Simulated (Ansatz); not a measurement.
# Energy landscape near a MgO structure

Method: Ansatz 0.2.0, DFT PBEsol, scalar-relativistic, plane waves, PAW.

Cutoff 420 eV; k points 9×9×6 on the computed 4-atom cell (Γ-centred); Gaussian smearing, width 0.02 eV; no spin polarisation.

Reference cell:

```yaml
crystal:
  lattice:
    - [3.30779, 0.00000, 0.00000]
    - [-1.65389, 2.86463, 0.00000]
    - [0.00000, 0.00000, 4.98288]
  atoms:
    - { symbol: Mg, position: [0.33333, 0.66667, 0.00216] }
    - { symbol: Mg, position: [0.66667, 0.33333, 0.50216] }
    - { symbol: O, position: [0.33333, 0.66667, 0.40244] }
    - { symbol: O, position: [0.66667, 0.33333, 0.90244] }
```

Each variant moves atoms of this cell by the vectors given, if any (Å), and then applies a symmetric strain (tensor components, Cartesian axes). The reference cell isn't relaxed at this level. Energies are per atom at zero smearing, counted from the lowest variant. Pressure is positive in compression.

1. no strain; moves: O4 (0.154, -0.141, 0.083)
2. strain (xx yy zz yz xz xy, %) 2.52 2.52 8.52 0.00 0.00 0.00; moves: Mg1 (0.000, 0.000, -0.250); Mg2 (0.000, 0.000, -0.250); O3 (0.000, 0.000, 0.250); O4 (0.000, 0.000, 0.250)
3. strain (xx yy zz yz xz xy, %) 3.80 3.80 -2.20 0.00 0.00 0.00; moves: Mg1 (0.000, 0.000, 0.100); Mg2 (0.000, 0.000, 0.100); O3 (0.000, 0.000, -0.100); O4 (0.000, 0.000, -0.100)
4. no strain; moves: Mg1 (0.256, 0.149, -0.230)
5. strain (xx yy zz yz xz xy, %) -2.26 -2.26 -3.76 0.00 0.00 0.00; moves: Mg1 (0.000, 0.000, -0.030); Mg2 (0.000, 0.000, -0.030); O3 (0.000, 0.000, 0.030); O4 (0.000, 0.000, 0.030)
6. strain (xx yy zz yz xz xy, %) 4.28 4.28 2.78 0.00 0.00 0.00; moves: Mg1 (0.000, 0.000, -0.048); Mg2 (0.000, 0.000, -0.012); O3 (0.000, 0.000, 0.101); O4 (0.000, 0.000, -0.041)
7. strain (xx yy zz yz xz xy, %) 1.67 1.67 7.67 0.00 0.00 0.00; moves: Mg1 (0.000, 0.000, 0.060); Mg2 (0.000, 0.000, 0.060); O3 (0.000, 0.000, -0.060); O4 (0.000, 0.000, -0.060)
8. strain (xx yy zz yz xz xy, %) -4.54 -4.54 1.46 0.00 0.00 0.00; moves: Mg1 (0.000, 0.000, -0.030); Mg2 (0.000, 0.000, -0.030); O3 (0.000, 0.000, 0.030); O4 (0.000, 0.000, 0.030)
9. strain (xx yy zz yz xz xy, %) -2.36 -2.36 3.64 0.00 0.00 0.00; moves: Mg1 (0.000, 0.000, -0.029); Mg2 (0.000, 0.000, -0.024); O3 (0.000, 0.000, 0.046); O4 (0.000, 0.000, 0.008)

| variant | ΔE (meV/atom) | P (GPa) | largest force (eV/Å) | gap on mesh (eV) | space group |
| --- | --- | --- | --- | --- | --- |
| 1 | 30.3 | 2.18 | 2.33 | 3.22 | P1 |
| 2 | ? | ? | ? | ? | ? |
| 3 | 163.2 | 2.38 | 3.43 | 3.22 | P6_3mc |
| 4 | ? | ? | ? | ? | ? |
| 5 | 0.0 | 11.76 | 0.14 | 3.70 | P6_3mc |
| 6 | 35.1 | -10.55 | 0.91 | 2.66 | P3m1 |
| 7 | 10.5 | -9.45 | 0.24 | 3.05 | P6_3mc |
| 8 | ? | ? | ? | ? | ? |
| 9 | 3.2 | 3.94 | 0.95 | 3.42 | P3m1 |

Give the withheld rows.

```json
{"variant": "2", "ΔE (meV/atom)": "137.0", "P (GPa)": "-7.17", "largest force (eV/Å)": "0.01", "gap on mesh (eV)": "2.27", "space group": "P6_3mc"}
{"variant": "4", "ΔE (meV/atom)": "132.0", "P (GPa)": "4.88", "largest force (eV/Å)": "3.23", "gap on mesh (eV)": "3.08", "space group": "P1"}
{"variant": "8", "ΔE (meV/atom)": "47.2", "P (GPa)": "14.24", "largest force (eV/Å)": "0.92", "gap on mesh (eV)": "3.80", "space group": "P6_3mc"}
```

An odd mesh misses points on the zone edge, so a gap read on it can be too wide.

This form isn't the usual stable structure of the compound.